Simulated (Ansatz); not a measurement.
**TiO₂ (Fm-3m): G0W0 and the choice of datasets**

```xyz
3
Lattice="0.0000 2.3305 2.3305 2.3305 0.0000 2.3305 2.3305 2.3305 0.0000" Properties=species:S:1:pos:R:3 pbc="T T T"
Ti    0.0000    0.0000    0.0000
O     1.1652    1.1652    1.1652
O     3.4957    3.4957    3.4957
```

Held fixed (Ansatz):

| Quantity | Value |
| --- | --- |
| orbitals | PBE |
| k mesh | 4×4×4 |
| empty bands | 163 |
| response cutoff | 200 eV |
| frequencies | contour deformation |
| q → 0 term | analytic weight of Carrier, Rohra and Görling |
| band sums | cut at the band count |

The gap is read from k = (0, -0.5, -0.5) to Γ, linearised, between the Kohn-Sham band edges among the points solved. ε∞ is the electronic dielectric constant on this mesh.

```tsv
datasets, wave cutoff	KS gap (eV)	G0W0 gap (eV)	ε∞
all-electron, 3300 eV	1.20	2.48	9.7
hard PAW, 700 eV	1.20	?	?
hand-made PAW, accurate, 910 eV	1.20	2.50	9.7
hand-made PAW, 930 eV	1.20	2.50	9.7
JTH PAW, 700 eV	1.20	2.74	9.7
soft PAW (1st gen.), 420 eV	1.20	2.48	9.7
norm-conserving, 1240 eV	1.21	2.48	9.6
all-electron, no relativity, 3300 eV	1.14	2.39	9.9
```

(1) Fill in the row for hard PAW, 700 eV.

## Answers

(1) G0W0 gap 2.49 eV, ε∞ 9.7.

The cell is a model at fixed atoms and needn't be the relaxed known crystal. Soft PAW datasets can miss an all-electron G0W0 gap by more than 5 %. With norm-conserving pseudopotentials the core–valence exchange is only approximate, which can shift gaps by tenths of an eV and RPA lattice constants by most of a per cent. Points k are given in fractions of the reciprocal vectors. The mesh is coarse, so these are values at the stated settings, not converged ones. Band sums or response are cut, so the gap isn't at its basis limit. The gap is read on the mesh, and the crystal's band edges can lie off it. Meshes this coarse can overestimate the dielectric constant by a tenth and more.
